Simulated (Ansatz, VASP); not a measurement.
One calculation of Re, two programs

The input INCAR:

```
PREC = Accurate
ENCUT = 520
EDIFF = 1E-6
ISMEAR = -1
SIGMA = 0.05
LREAL = F
LASPH = T
NELM = 80
ALGO = Normal
ISIF = 2
LWAVE = F
LCHARG = F
GGA = PE
NBANDS = 10
```

Contents of KPOINTS:

```
regular mesh
0
Gamma
  14 14 14
```

The input POSCAR:

```
Re
1.0
    0.0000000000      1.9550491410      1.9550491410
    1.9550491410      0.0000000000      1.9550491410
    1.9550491410      1.9550491410      0.0000000000
Re
1
Direct
    0.0000000000      0.0000000000      0.0000000000
```

Input for Ansatz:

```yaml
crystal:
  lattice:
    - [0.0, 1.955049141, 1.955049141]
    - [1.955049141, 0.0, 1.955049141]
    - [1.955049141, 1.955049141, 0.0]
  atoms:
    - { symbol: Re, position: [0.0, 0.0, 0.0] }
kpoints:
  mp_grid: { grid: [14, 14, 14] }
scf:
  occupations: { method: fermi_dirac, width: 0.05 }
hamiltonian:
  xc: pbe
  pseudopotentials: { kind: all_electron, lapw: { basis_error: 0.00025 } }
output:
  forces: true
  stress: true
  eigenvalues: true
```

Change from the starting cell: volume scaled by 0.97.

Alike in both runs: task single point; functional PBE; k mesh 14 × 14 × 14; occupations fermi-dirac, width 0.05 eV; no spin polarisation.

```csv
,VASP,Ansatz
version,VASP 6.6.1,Ansatz 0.2.0
potentials or method,"VASP PAW PBE potentials, release 64 (Re)","all-electron LAPW, scalar-relativistic"
plane-wave cutoff (eV),520,see its input
```

|  | VASP | Ansatz | Ansatz less VASP |
| --- | --- | --- | --- |
| pressure (GPa) | 0.8 | 1.4 | +0.64 |

Ansatz ran all-electron here, so the differences hold the error of VASP's frozen core and of both bases.

Spin-orbit coupling is left out, which matters for the levels of Re.
